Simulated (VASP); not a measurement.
# FeGe (P2_13) in VASP: a series of runs

Runs on FeGe. Level: PBE. Tasks: single point.

Everything below comes from runs of VASP 6.6.1. Logs are shortened: lines on timing, memory, paths and dates and some standing lists are left out, and cuts for length are marked.

## Step 1: The structure

It takes space group P2_13 (No. 198, cubic). Conventional cell: a = 4.689 Å, b = 4.689 Å, c = 4.689 Å, α = 90.00°, β = 90.00°, γ = 90.00°. Ge (site symmetry 3) is surrounded by 7 Fe at 2.38 to 2.64 Å. Fe (site symmetry 3) is surrounded by 7 Ge at 2.38 to 2.64 Å.

## Step 2: Single point, PBE, collinear spin, typed start

Input file INCAR:

```
SYSTEM = FeGe
ALGO = Normal
EDIFF = 1E-7
ENCUT = 520
GGA = PE
ISIF = 2
ISMEAR = 0
ISPIN = 2
LASPH = .True.
LCHARG = .False.
LMAXMIX = 4
LORBIT = 11
LREAL = .False.
LWAVE = .False.
MAGMOM = 0 0 0 0 4 4 4 4
NBANDS = 58
NELM = 150
PREC = Accurate
SIGMA = 0.05
```

Input file KPOINTS:

```
k-points
0
Gamma
  5 5 5
  0 0 0
```

Input file POSCAR:

```
FeGe
1.0
    4.6890000000      0.0000000000      0.0000000000
    0.0000000000      4.6890000000      0.0000000000
    0.0000000000      0.0000000000      4.6890000000
Ge Fe
4 4
Direct
    0.8420000000      0.8420000000      0.8420000000
    0.6580000000      0.1580000000      0.3420000000
    0.3420000000      0.6580000000      0.1580000000
    0.1580000000      0.3420000000      0.6580000000
    0.1350000000      0.1350000000      0.1350000000
    0.3650000000      0.8650000000      0.6350000000
    0.6350000000      0.3650000000      0.8650000000
    0.8650000000      0.6350000000      0.3650000000
```

Potentials or basis: VASP PAW PBE potentials, release 64 (Ge_d, Fe).

Started as:

```console
$ cat potpaw_PBE.64/Ge_d/POTCAR potpaw_PBE.64/Fe/POTCAR > POTCAR
$ mpirun -np 1 vasp_std > vasp.out
```

OUTCAR:

```text
SYSTEM = FeGe
   EDIFF = 1E-7
   ENCUT = 520
   GGA = PE
   ISIF = 2
   ISMEAR = 0
   ISPIN = 2
   LASPH = .True.
   LORBIT = 11
   LREAL = .False.
   NELM = 150
   PREC = Accurate

 ion  position               nearest neighbor table
   1  0.842  0.842  0.842-   5 2.38   8 2.44   7 2.44   6 2.44   7 2.64   8 2.64   6 2.64   3 2.90
                             4 2.90   2 2.90   2 2.90   4 2.90   3 2.90
   2  0.658  0.158  0.342-   6 2.38   7 2.44   5 2.44   8 2.44   7 2.64   8 2.64   5 2.64   1 2.90
                             1 2.90   3 2.90   3 2.90   4 2.90   4 2.90
   3  0.342  0.658  0.158-   7 2.38   6 2.44   5 2.44   8 2.44   8 2.64   6 2.64   5 2.64   1 2.90
                             4 2.90   2 2.90   2 2.90   4 2.90   1 2.90
   4  0.158  0.342  0.658-   8 2.38   5 2.44   7 2.44   6 2.44   6 2.64   5 2.64   7 2.64   1 2.90
                             3 2.90   2 2.90   1 2.90   2 2.90   3 2.90
   5  0.135  0.135  0.135-   1 2.38   4 2.44   3 2.44   2 2.44   3 2.64   4 2.64   2 2.64   6 2.87
                             8 2.87   6 2.87   8 2.87   7 2.87   7 2.87
   6  0.365  0.865  0.635-   2 2.38   3 2.44   1 2.44   4 2.44   3 2.64   4 2.64   1 2.64   5 2.87
                             5 2.87   7 2.87   7 2.87   8 2.87   8 2.87
   7  0.635  0.365  0.865-   3 2.38   2 2.44   1 2.44   4 2.44   4 2.64   2 2.64   1 2.64   6 2.87
                             8 2.87   8 2.87   6 2.87   5 2.87   5 2.87
   8  0.865  0.635  0.365-   4 2.38   1 2.44   3 2.44   2 2.44   2 2.64   1 2.64   3 2.64   5 2.87
                             7 2.87   5 2.87   7 2.87   6 2.87   6 2.87

  LATTYP: Found a simple cubic cell.
 ALAT       =     4.6890000000

  Lattice vectors:

 A1 = (   4.6890000000,   0.0000000000,   0.0000000000)
 A2 = (   0.0000000000,   4.6890000000,   0.0000000000)
 A3 = (   0.0000000000,   0.0000000000,   4.6890000000)

Analysis of symmetry for initial positions (statically):
=====================================================================
 Subroutine PRICEL returns:
 Original cell was already a primitive cell.

 Routine SETGRP: Setting up the symmetry group for a
 simple cubic supercell.

 Subroutine GETGRP returns: Found 12 space group operations
 (whereof  3 operations were pure point group operations)
 out of a pool of 48 trial point group operations.

The static configuration has the point symmetry C_3 .
 The point group associated with its full space group is T   .

Analysis of symmetry for dynamics (positions and initial velocities):
=====================================================================
 Subroutine PRICEL returns:
 Original cell was already a primitive cell.

 Routine SETGRP: Setting up the symmetry group for a
 simple cubic supercell.

 Subroutine GETGRP returns: Found 12 space group operations
 (whereof  3 operations were pure point group operations)
 out of a pool of 48 trial point group operations.

The dynamic configuration has the point symmetry C_3 .
[... 166 lines left out ...]

 val. band max:        8.0112042719   @ k =   0.4000   0.0000   0.0000
 cond. band min:       8.0281054575   @ k =   0.2000   0.0000   0.0000
 fundamental gap:      0.0169011856
 Fermi energy:         8.0274326563

 spin component 1

 k-point     1 :       0.0000    0.0000    0.0000
  band No.  band energies     occupation
      1     -16.6542      1.00000
      2     -16.6542      1.00000
      3     -16.6542      1.00000
      4     -16.6178      1.00000
      5     -16.6178      1.00000
      6     -16.6178      1.00000
[... 638 lines left out ...]
     55      13.5432      0.00000
     56      13.9842      0.00000
 Fermi energy:         8.0274326563

 spin component 2

 k-point     1 :       0.0000    0.0000    0.0000
  band No.  band energies     occupation
      1     -16.6722      1.00000
      2     -16.6722      1.00000
      3     -16.6722      1.00000
      4     -16.6348      1.00000
      5     -16.6348      1.00000
      6     -16.6348      1.00000
[... 638 lines left out ...]
     55      13.7470      0.00000
     56      14.0749      0.00000
 [bands above 56 left out]

------------------------ aborting loop because EDIFF is reached ----------------------------------------

  FORCE on cell =-STRESS in cart. coord.  units (eV):
  Direction    XX          YY          ZZ          XY          YZ          ZX
  --------------------------------------------------------------------------------------
  -------------------------------------------------------------------------------------
  Total       -1.6478532     -1.6478532     -1.6478532      0.0000000      0.0000000      0.0000000
  in kB      -25.6087516    -25.6087516    -25.6087516      0.0000000      0.0000000      0.0000000
  external PRESSURE =     -25.6087516 kB  Pullay stress =       0.0000000 kB

 VOLUME and BASIS-vectors are now :
 -----------------------------------------------------------------------------
  energy-cutoff  :      520.00
  volume of cell :      103.10
      direct lattice vectors                 reciprocal lattice vectors
     4.689000000  0.000000000  0.000000000     0.213265089  0.000000000  0.000000000
     0.000000000  4.689000000  0.000000000     0.000000000  0.213265089  0.000000000
     0.000000000  0.000000000  4.689000000     0.000000000  0.000000000  0.213265089

 POSITION                                       TOTAL-FORCE (eV/Angst)
 -----------------------------------------------------------------------------------
      3.94814      3.94814      3.94814        -0.023927     -0.023927     -0.023927
      3.08536      0.74086      1.60364         0.023927      0.023927     -0.023927
      1.60364      3.08536      0.74086        -0.023927      0.023927      0.023927
      0.74086      1.60364      3.08536         0.023927     -0.023927      0.023927
      0.63301      0.63301      0.63301        -0.033163     -0.033163     -0.033163
      1.71149      4.05599      2.97751         0.033163      0.033163     -0.033163
      2.97751      1.71149      4.05599        -0.033163      0.033163      0.033163
      4.05599      2.97751      1.71149         0.033163     -0.033163      0.033163
 -----------------------------------------------------------------------------------
    total drift:                               -0.000000      0.000000     -0.000000

  FREE ENERGIE OF THE ION-ELECTRON SYSTEM (eV)
  ---------------------------------------------------
  free  energy   TOTEN  =       -51.8096229060 eV

  energy  without entropy=      -51.8038273935  energy(sigma->0) =      -51.80672515

 total charge

# of ion       s       p       d       tot
------------------------------------------
    1        1.116   1.229  10.113  12.458
    2        1.116   1.229  10.113  12.458
    3        1.116   1.229  10.113  12.458
    4        1.116   1.229  10.113  12.458
    5        0.374   0.489   6.450   7.314
    6        0.374   0.489   6.450   7.314
    7        0.374   0.489   6.450   7.314
    8        0.374   0.489   6.450   7.314
--------------------------------------------------
tot          5.959   6.873  66.254  79.086

 magnetization (x)

# of ion       s       p       d       tot
------------------------------------------
    1       -0.012  -0.064  -0.006  -0.082
    2       -0.012  -0.064  -0.006  -0.082
    3       -0.012  -0.064  -0.006  -0.082
    4       -0.012  -0.064  -0.006  -0.082
    5       -0.000  -0.006   1.193   1.187
    6       -0.000  -0.006   1.193   1.187
    7       -0.000  -0.006   1.193   1.187
    8       -0.000  -0.006   1.193   1.187
--------------------------------------------------
tot         -0.049  -0.280   4.749   4.421
```

OSZICAR:

```text
N       E                     dE             d eps       ncg     rms          rms(c)
DAV:   1     0.975944067603E+03    0.97594E+03   -0.36285E+04  3028   0.404E+03
DAV:   2     0.155615010791E+03   -0.82033E+03   -0.77266E+03  2552   0.923E+02
DAV:   3    -0.373514387656E+02   -0.19297E+03   -0.18028E+03  2552   0.266E+02
DAV:   4    -0.546969715382E+02   -0.17346E+02   -0.16831E+02  3006   0.893E+01
DAV:   5    -0.551817170805E+02   -0.48475E+00   -0.48199E+00  2926   0.168E+01    0.277E+01
DAV:   6    -0.609383647164E+02   -0.57566E+01   -0.67624E+01  3170   0.750E+01    0.307E+01
DAV:   7    -0.516045808161E+02    0.93338E+01   -0.30126E+01  2932   0.565E+01    0.684E+00
DAV:   8    -0.518843573286E+02   -0.27978E+00   -0.30070E+00  2800   0.790E+00    0.366E+00
DAV:   9    -0.518217581554E+02    0.62599E-01   -0.22771E-01  3236   0.381E+00    0.142E+00
DAV:  10    -0.518109932029E+02    0.10765E-01   -0.28037E-02  3094   0.127E+00    0.531E-01
DAV:  11    -0.518096287597E+02    0.13644E-02   -0.42972E-03  3226   0.558E-01    0.163E-01
DAV:  12    -0.518096232993E+02    0.54604E-05   -0.75988E-04  3046   0.204E-01    0.671E-02
DAV:  13    -0.518096178416E+02    0.54577E-05   -0.67671E-05  3052   0.621E-02    0.331E-02
DAV:  14    -0.518096211072E+02   -0.32656E-05   -0.26586E-05  3072   0.326E-02    0.178E-02
DAV:  15    -0.518096229106E+02   -0.18034E-05   -0.56002E-06  3090   0.209E-02    0.701E-03
DAV:  16    -0.518096229060E+02    0.45948E-08   -0.36788E-07  2174   0.447E-03
   1 F= -.51809623E+02 E0= -.51806725E+02  d E =-.579551E-02  mag=     4.2669
```

Wall time 3.7 min (1 thread of AMD EPYC 7R43 (Zen 3), shared host); peak memory 0.25 GiB.

What came out:

| Quantity | Value |
| --- | --- |
| Free energy | -51.8096 eV |
| Pressure | -2.6 GPa |
| Largest force | 0.057 eV/Å |
| Band gap on the k mesh | none (metal or under the smearing width) |
| Net moment | 4.27 μB per cell |
| Site moments | Ge -0.08; Fe +1.19 μB |
| Valence electrons inside the program's atomic spheres | Ge 12.46; Fe 7.31 |

Forces in eV/Å, atoms in the order of the input:
```
Ge  -0.024 -0.024 -0.024
Ge   0.024  0.024 -0.024
Ge  -0.024  0.024  0.024
Ge   0.024 -0.024  0.024
Fe  -0.033 -0.033 -0.033
Fe   0.033  0.033 -0.033
Fe  -0.033  0.033  0.033
Fe   0.033 -0.033  0.033
```

Caveat: the moment fell far below its start of 4 μB, so a state of higher moment may lie lower in energy.

## Step 3: Single point, PBE

Input file INCAR:

```
SYSTEM = FeGe
  ALGO = Normal
  EDIFF = 1E-7
  ENCUT = 520
  GGA = PE
  ISIF = 2
  ISMEAR = 0
  LASPH = .True.
  LCHARG = .False.
  LREAL = .False.
  LWAVE = .False.
  NBANDS = 54
  NELM = 80
  PREC = Accurate
  SIGMA = 0.05
```

KPOINTS is that of step 2.

POSCAR is that of step 2.

Potentials or basis: VASP PAW PBE potentials, release 64 (Ge_d, Fe).

Started as:

```console
$ cat potpaw_PBE.64/Ge_d/POTCAR potpaw_PBE.64/Fe/POTCAR > POTCAR
$ mpirun -np 1 vasp_std > vasp.out
```

OUTCAR:

```text
SYSTEM = FeGe
   EDIFF = 1E-7
   ENCUT = 520
   GGA = PE
   ISIF = 2
   ISMEAR = 0
   LASPH = .True.
   LREAL = .False.
   NELM = 80
   PREC = Accurate

 ion  position               nearest neighbor table
   1  0.842  0.842  0.842-   5 2.38   8 2.44   7 2.44   6 2.44   7 2.64   8 2.64   6 2.64   3 2.90
                             4 2.90   2 2.90   2 2.90   4 2.90   3 2.90
   2  0.658  0.158  0.342-   6 2.38   7 2.44   5 2.44   8 2.44   7 2.64   8 2.64   5 2.64   1 2.90
                             1 2.90   3 2.90   3 2.90   4 2.90   4 2.90
   3  0.342  0.658  0.158-   7 2.38   6 2.44   5 2.44   8 2.44   8 2.64   6 2.64   5 2.64   1 2.90
                             4 2.90   2 2.90   2 2.90   4 2.90   1 2.90
   4  0.158  0.342  0.658-   8 2.38   5 2.44   7 2.44   6 2.44   6 2.64   5 2.64   7 2.64   1 2.90
                             3 2.90   2 2.90   1 2.90   2 2.90   3 2.90
   5  0.135  0.135  0.135-   1 2.38   4 2.44   3 2.44   2 2.44   3 2.64   4 2.64   2 2.64   6 2.87
                             8 2.87   6 2.87   8 2.87   7 2.87   7 2.87
   6  0.365  0.865  0.635-   2 2.38   3 2.44   1 2.44   4 2.44   3 2.64   4 2.64   1 2.64   5 2.87
                             5 2.87   7 2.87   7 2.87   8 2.87   8 2.87
   7  0.635  0.365  0.865-   3 2.38   2 2.44   1 2.44   4 2.44   4 2.64   2 2.64   1 2.64   6 2.87
                             8 2.87   8 2.87   6 2.87   5 2.87   5 2.87
   8  0.865  0.635  0.365-   4 2.38   1 2.44   3 2.44   2 2.44   2 2.64   1 2.64   3 2.64   5 2.87
                             7 2.87   5 2.87   7 2.87   6 2.87   6 2.87

  LATTYP: Found a simple cubic cell.
 ALAT       =     4.6890000000

  Lattice vectors:

 A1 = (   4.6890000000,   0.0000000000,   0.0000000000)
 A2 = (   0.0000000000,   4.6890000000,   0.0000000000)
 A3 = (   0.0000000000,   0.0000000000,   4.6890000000)

Analysis of symmetry for initial positions (statically):
=====================================================================
 Subroutine PRICEL returns:
 Original cell was already a primitive cell.

 Routine SETGRP: Setting up the symmetry group for a
 simple cubic supercell.

 Subroutine GETGRP returns: Found 12 space group operations
 (whereof  3 operations were pure point group operations)
 out of a pool of 48 trial point group operations.

[... 144 lines left out ...]
   LRPA    =     F    only Hartree local field effects (RPA)
 non-spin polarized calculation
 Gauss-broadening in eV      SIGMA  =   0.05
  energy-cutoff  :      520.00
  volume of cell :      103.10
 maximum number of plane-waves:      2801
 NGX is ok and might be reduce to    36
   NGX = 17   NGY = 17   NGZ = 17

 number of electron      87.9999927 magnetization

 Free energy of the ion-electron system (eV)
  ---------------------------------------------------
  ext. energy  EPLUGINS =         0.00000000
  ---------------------------------------------------
  free energy    TOTEN  =       -51.54817916 eV

  energy without entropy =      -51.54324582  energy(sigma->0) =      -51.54571249

 E-fermi :   7.8899     XC(G=0): -12.8814

 val. band max:        7.8423799254   @ k =   0.2000   0.0000   0.0000
 cond. band min:       7.9354243337   @ k =   0.4000   0.2000   0.0000
 fundamental gap:      0.0930444082
 Fermi energy:         7.8899323985

 k-point     1 :       0.0000    0.0000    0.0000
  band No.  band energies     occupation
      1     -16.6974      2.00000
      2     -16.6974      2.00000
      3     -16.6974      2.00000
      4     -16.6605      2.00000
      5     -16.6605      2.00000
      6     -16.6605      2.00000
[... 616 lines left out ...]
     53      13.1272      0.00000
     54      13.1504      0.00000

------------------------ aborting loop because EDIFF is reached ----------------------------------------

  FORCE on cell =-STRESS in cart. coord.  units (eV):
  Direction    XX          YY          ZZ          XY          YZ          ZX
  --------------------------------------------------------------------------------------
  -------------------------------------------------------------------------------------
  Total       -3.6303133     -3.6303133     -3.6303133      0.0000000     -0.0000000      0.0000000
  in kB      -56.4175204    -56.4175204    -56.4175204      0.0000000     -0.0000000      0.0000000
  external PRESSURE =     -56.4175204 kB  Pullay stress =       0.0000000 kB

 VOLUME and BASIS-vectors are now :
 -----------------------------------------------------------------------------
  energy-cutoff  :      520.00
  volume of cell :      103.10
      direct lattice vectors                 reciprocal lattice vectors
     4.689000000  0.000000000  0.000000000     0.213265089  0.000000000  0.000000000
     0.000000000  4.689000000  0.000000000     0.000000000  0.213265089  0.000000000
     0.000000000  0.000000000  4.689000000     0.000000000  0.000000000  0.213265089

 POSITION                                       TOTAL-FORCE (eV/Angst)
 -----------------------------------------------------------------------------------
      3.94814      3.94814      3.94814        -0.234389     -0.234389     -0.234389
      3.08536      0.74086      1.60364         0.234389      0.234389     -0.234389
      1.60364      3.08536      0.74086        -0.234389      0.234389      0.234389
      0.74086      1.60364      3.08536         0.234389     -0.234389      0.234389
      0.63301      0.63301      0.63301        -0.101999     -0.101999     -0.101999
      1.71149      4.05599      2.97751         0.101999      0.101999     -0.101999
      2.97751      1.71149      4.05599        -0.101999      0.101999      0.101999
      4.05599      2.97751      1.71149         0.101999     -0.101999      0.101999
 -----------------------------------------------------------------------------------
    total drift:                               -0.000001     -0.000000     -0.000000

  FREE ENERGIE OF THE ION-ELECTRON SYSTEM (eV)
  ---------------------------------------------------
  free  energy   TOTEN  =       -51.5481791597 eV

  energy  without entropy=      -51.5432458214  energy(sigma->0) =      -51.54571249
```

OSZICAR:

```text
N       E                     dE             d eps       ncg     rms          rms(c)
DAV:   1     0.986868238694E+03    0.98687E+03   -0.36919E+04  1368   0.435E+03
DAV:   2     0.157015179074E+03   -0.82985E+03   -0.79851E+03  1188   0.999E+02
DAV:   3    -0.394510235232E+02   -0.19647E+03   -0.18711E+03  1188   0.288E+02
DAV:   4    -0.569777491926E+02   -0.17527E+02   -0.17190E+02  1460   0.934E+01
DAV:   5    -0.574791687001E+02   -0.50142E+00   -0.49971E+00  1422   0.186E+01    0.243E+01
DAV:   6    -0.632234479952E+02   -0.57443E+01   -0.11235E+02  1492   0.822E+01    0.310E+01
DAV:   7    -0.515665088615E+02    0.11657E+02   -0.62276E+01  1444   0.618E+01    0.529E+00
DAV:   8    -0.516167280968E+02   -0.50219E-01   -0.38082E+00  1352   0.928E+00    0.249E+00
DAV:   9    -0.515502048442E+02    0.66523E-01   -0.31316E-01  1600   0.501E+00    0.791E-01
DAV:  10    -0.515485739288E+02    0.16309E-02   -0.22424E-02  1318   0.125E+00    0.210E-01
DAV:  11    -0.515481905701E+02    0.38336E-03   -0.29000E-03  1654   0.651E-01    0.861E-02
DAV:  12    -0.515481745603E+02    0.16010E-04   -0.29043E-04  1576   0.157E-01    0.394E-02
DAV:  13    -0.515481795511E+02   -0.49908E-05   -0.49328E-05  1310   0.803E-02    0.669E-03
DAV:  14    -0.515481797774E+02   -0.22633E-06   -0.48174E-06  1506   0.210E-02    0.342E-03
DAV:  15    -0.515481793848E+02    0.39260E-06   -0.71818E-07  1294   0.914E-03    0.129E-03
DAV:  16    -0.515481792454E+02    0.13942E-06   -0.35633E-08   762   0.170E-03    0.385E-04
DAV:  17    -0.515481791597E+02    0.85729E-07   -0.16598E-08   744   0.843E-04
   1 F= -.51548179E+02 E0= -.51545712E+02  d E =-.493334E-02
```

Wall time 2 min (1 thread of AMD EPYC 7R43 (Zen 3), shared host); peak memory 0.18 GiB.

Results:

```yaml
Free_energy: -51.5482 eV
Pressure: -5.6 GPa
Largest_force: 0.406 eV/Å
Band_gap_on_the_k_mesh: 0.09 eV, indirect (least direct gap 0.14 eV)
```

Forces in eV/Å, atoms in the order of the input:
```
Ge  -0.234 -0.234 -0.234
Ge   0.234  0.234 -0.234
Ge  -0.234  0.234  0.234
Ge   0.234 -0.234  0.234
Fe  -0.102 -0.102 -0.102
Fe   0.102  0.102 -0.102
Fe  -0.102  0.102  0.102
Fe   0.102 -0.102  0.102
```

Caveat: an odd mesh through Γ misses points on the zone boundary, where band edges often lie. Spin polarisation is off, so any magnetic state and its effect on volume and gap are missing.

## Step 4: Single point, PBE, collinear spin, typed start (moments +--+ scaled by 0.65, plain SCF)

Input file INCAR:

```
PREC = Accurate ; ENCUT = 520
EDIFF = 1E-6 ; ISMEAR = 0
SIGMA = 0.05 ; LREAL = F
LASPH = T ; NELM = 150
ALGO = Normal ; ISIF = 2
LWAVE = F ; LCHARG = T
ISPIN = 2 ; MAGMOM = 0 0 0 0 2.6 -2.6 -2.6 2.6
LORBIT = 11 ; LMAXMIX = 4
GGA = PE ; LELF = T
LVHAR = T ; NBANDS = 58
```

Input file KPOINTS:

```
Automatic mesh
0
Gamma
  5 5 5
```

POSCAR is that of step 3.

Started as:

```console
$ cat potpaw_PBE.64/Ge_d/POTCAR potpaw_PBE.64/Fe/POTCAR > POTCAR
$ mpirun -np 1 vasp_std > vasp.out
```

It took 10 min on 1 thread of AMD EPYC 7R43 (Zen 3), shared host; peak memory 0.36 GiB.

The run converged, but a check on its numbers failed (symmetry, net force, bounds or a known fault of this set-up), so they aren't taken as properties of the crystal.

Caveat: the result breaks the symmetry of the cell.
